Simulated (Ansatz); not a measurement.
# SrO (zincblende structure), explained

Computed with Ansatz (plane waves, PAW, 500 eV cutoff): r²SCAN, scalar-relativistic, no spin polarisation, 8×8×8 k-mesh, Gaussian smearing of 0.05 eV. The datasets are Ansatz's generated set soft_2.

The start was a prototype's sites filled with these elements. The Crystallography Open Database lists the compound in space group Fm-3m (rock salt), so this is a trial structure.

The relaxed structure (symmetry read at 0.01 Å). Symmetry: F-43m, No. 216, cubic system. Conventional cell: a = 5.584 Å, b = 5.584 Å, c = 5.584 Å, α = 90.00°, β = 90.00°, γ = 90.00°. Around Sr (site symmetry -43m) lie 4 O at 2.42 Å. O (site symmetry -43m) is surrounded by 4 Sr at 2.42 Å. (Shells end 15 % past the nearest neighbour.)

Results at this level of theory:

```
Volume                                                : 21.77 Å³/atom
Band gap                                              : 2.89 eV
Smallest direct gap                                   : 3.73 eV
Bader charges                                         : Sr 1.52; O -1.52 e
Formation energy from the elements (0 K, uncorrected) : -2.77 eV/atom
Bulk modulus (Birch–Murnaghan)                        : 65 GPa
Pressure derivative B0′                               : 4.1
Shear modulus (Hill)                                  : 13.9 GPa
Young's modulus                                       : 39 GPa
Poisson's ratio                                       : 0.40
Elastically stable                                    : yes
```

Formal charges Sr²⁺, O²⁻ balance and leave closed shells on every ion, so a band insulator is expected, and the gap is 2.89 eV.

Task: What kind of gap is it?

Result: It is indirect: 2.89 eV, against 3.73 eV for the smallest direct gap. Within 0.6 eV of the edges the projected states are 97 % O 2p at the top of the valence band and 76 % Sr 5s at the bottom of the conduction band. Crossing the gap moves an electron from the anion's filled p shell to the metal's empty orbitals, as in ionic insulators.

Bader charges against formal ones: Sr +1.52 (+2), O −1.52 (−2). The cations give up 76 % of the formal charge; Bader charges stay under formal ones because the anions' density reaches into the cations' basins.

Task: How stiff is it, in energy terms?

Result: B0·V0 = 65.5 GPa × 21.77 Å³ = 8.90 eV/atom sets the scale: near the minimum ΔE ≈ ½ B0 V0 x², with x = V/V0 − 1, and a pressure of 0.7 GPa squeezes the volume by about 1 %. At the ends of the curve: x = −4.0 % predicts 7.1 meV/atom and the run gives 7.6; x = +7.0 % predicts 21.8 meV/atom and the run gives 19.4. The curve is steeper than the parabola on the compressed side and flatter on the expanded side: the bulk modulus rises with pressure.

Task: Which Debye temperature follows from the elastic moduli?

Result: K = 66 GPa and G = 13.9 GPa (Hill). With a density of 3.952 g/cm³ (mean mass 51.8 u, 21.77 Å³/atom), K = 65.5 and G = 13.86 GPa from the unrounded constants, v_l = √((K + 4G/3)/ρ) = 4610 m/s and v_t = √(G/ρ) = 1870 m/s. The mean [(1/v_l³ + 2/v_t³)/3]^(−1/3) is 2120 m/s, and θ_D = (ħ/k_B)(6π²/V)^(1/3) v_m ≈ 230 K, with V the volume an atom.

Semilocal functionals underestimate band gaps, commonly by a third or more.
